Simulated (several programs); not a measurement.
Many methods on one cell: LiH (rocksalt)

LiH (rocksalt), relaxed with r2SCAN in Ansatz, was computed with several methods. It is cubic, Fm-3m (No. 225); a = 4.006 Å in the conventional setting, 8.04 Å³ an atom. Li has 6 H at 2.00 Å; H has 6 Li at 2.00 Å. No spin polarisation and no zero-point or thermal motion.

```yaml
crystal:
  lattice:
    - [0.00000, 2.00299, 2.00299]
    - [2.00299, 0.00000, 2.00299]
    - [2.00299, 2.00299, 0.00000]
  atoms:
    - { symbol: Li, position: [0.00000, 0.00000, 0.00000] }
    - { symbol: H, position: [0.50000, 0.50000, 0.50000] }
```

Gaps and times are for a single point on this cell; volume and bulk modulus come from each method's own relaxation or energy curve at fixed shape. Times are rough, from shared hosts (Arm Neoverse V1; NVIDIA H100 80GB HBM3), and each method has its own mesh and cell size. Gaps from k meshes are read at a limited set of points (mesh, symmetry points, PBE's band edges), so each method's own least gap may be somewhat smaller. Minimal bases can be far off for gaps. PBE/DZVP lies far from plane-wave PBE here, an effect of basis or sampling. Times of the plane-wave ladder aren't listed, since it ran on unlike processors and cards. GLLB-SC's gap includes the derivative discontinuity. G0W0 is at finite bands, cutoff and mesh. d marks a direct gap, i an indirect one (no mark: not told apart), a dash a value that wasn't computed or didn't pass its checks.

```
                               method              kind  gap (eV)  own volume (Å³/atom)  bulk modulus (GPa)  atoms computed  processor time
 light PBE (260 eV and a coarse mesh)  light plane-wave    2.96 d                     –                   –               2          0.34 s
                                  PBE         semilocal    2.98 d                  8.04                  36               2               –
                               r2SCAN         semilocal    3.63 d                  8.04                  36               2               –
                       GLLB-SC (GPAW)   model potential      6.37                     –                   –               2           2.9 s
               PBE/single zeta (GPAW)       small basis    4.63 i                     –                   –               2           4.3 s
                       PBE/SZV (CP2K)       small basis    2.17 i                  8.00                  43               2            17 s
                      PBE/DZVP (CP2K)       small basis    2.53 d                  7.84                  40               2            40 s
   G0W0@PBE (260 eV screening cutoff)         many-body      4.90                     –                   –               2               –
G0W0@r2SCAN (180 eV screening cutoff)         many-body      5.32                     –                   –               2               –
```

Against r2SCAN (3.63 eV) and with closed or daggered gaps left aside, the nearest gap at the points sampled is that of PBE (-0.65 eV) and the farthest that of GLLB-SC (GPAW) (+2.74 eV). r2SCAN is only a yardstick of convenience: semilocal gaps usually lie below measured ones, which GLLB-SC and hybrids aim to mend.

Volumes against r2SCAN's: PBE 0.0 %, PBE/SZV (CP2K) -0.4 %, PBE/DZVP (CP2K) -2.4 %.
